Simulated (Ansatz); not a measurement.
## Calculated ¹⁸¹Ta nuclear quadrupole resonance for TaSi2 at a changed volume

Cell: a COD entry, relaxed with PBE at fixed cell and then changed (volume scaled by 0.98, ions relaxed).

```cif
data_TaSi2
_symmetry_space_group_name_H-M 'P6_422'
_symmetry_Int_Tables_number 181
_cell_length_a 4.7518
_cell_length_b 4.7518
_cell_length_c 6.5259
_cell_angle_alpha 90.000
_cell_angle_beta 90.000
_cell_angle_gamma 120.000
loop_
_atom_site_label
_atom_site_type_symbol
_atom_site_symmetry_multiplicity
_atom_site_Wyckoff_symbol
_atom_site_fract_x
_atom_site_fract_y
_atom_site_fract_z
Ta Ta 3 c 0.5000 0.0000 0.0000
Si Si 6 i 0.1590 0.3179 0.0000
```

One atom of each set is listed.

Level of theory: DFT, PBE, plane waves and PAW, scalar-relativistic, 420 eV cutoff, Γ-centred 11×11×7 k-points, Fermi–Dirac smearing 0.05 eV (Ansatz 0.2.0).

¹⁸¹Ta: I = 7/2, Q = 3170 mb (year-2017 value). Static lattice, zero field.

**Question.** At which frequencies do the ¹⁸¹Ta NQR lines lie?

**Answer.** For I = 7/2 and η = 0 the lines are |C_Q|/14 times 1, 2 and 3; η shifts the lowest up most.

```json
{"site": "Ta", "atoms": "3", "V_zz (10²¹ V/m²)": "6.57", "C_Q (MHz)": "504", "η": "0.84", "line frequencies (MHz)": "65.9, 85.0, 99.7"}
```

With no gap above 0.1 eV, as in a metal, the gradients converge slowly in k; expect changes of a tenth or more on a denser mesh. Without spin–orbit coupling the gradients at and beside Ta can be off by some per cent, at some sites by more. With these PAW files V_zz is typically within 2 to 3 % of all-electron values, but misses above 10 % occur on Ta. At this changed cell the PBE pressure is 7 GPa.
